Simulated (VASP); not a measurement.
Input of a VASP 6.6.1 run:

The input INCAR:

```
SYSTEM = PtS2
PREC = Accurate ; ENCUT = 520
EDIFF = 1E-6 ; ISMEAR = -1
SIGMA = 0.02 ; LREAL = .False.
LASPH = .True. ; NELM = 100
ALGO = Fast ; ISIF = 2
LWAVE = .False. ; LCHARG = .True.
GGA = PE ; LELF = .True.
LVHAR = .True. ; NBANDS = 18
```

Contents of KPOINTS:

```
Automatic mesh
0
Gamma
  12 12 6
  0 0 0
```

The input POSCAR:

```
PtS2
1.0
    3.7430631691      0.0000000000      0.0000000000
   -1.8715315846      3.0766778591      0.0000000000
    0.0000000000      0.0000000000      5.1227110450
Pt S
1 2
Direct
    0.0000000000      0.0000000000      0.0000000000
    0.3373574919      0.6747149839      0.2307611850
    0.6626425081      0.3252850161      0.7692388150
```

Potentials or basis: VASP PAW PBE potentials, release 64 (Pt, S).

Command:

```sh
$ cat potpaw_PBE.64/Pt/POTCAR potpaw_PBE.64/S/POTCAR > POTCAR
$ mpirun -np 1 vasp_std > vasp.out
```

Predict the pressure.

-1.6 GPa.

Predict the largest force.

0.023 eV/Å.

Predict the band gap on the k mesh.

0.47 eV, indirect (least direct gap 0.89 eV).

Forces on the atoms (eV/Å):
```
Pt   0.000  0.000  0.000
S    0.000  0.019 -0.012
S    0.000 -0.019  0.012
```

Caveat: spin-orbit coupling is left out, which moves the levels of the heavy elements. A k mesh can miss the band edges.
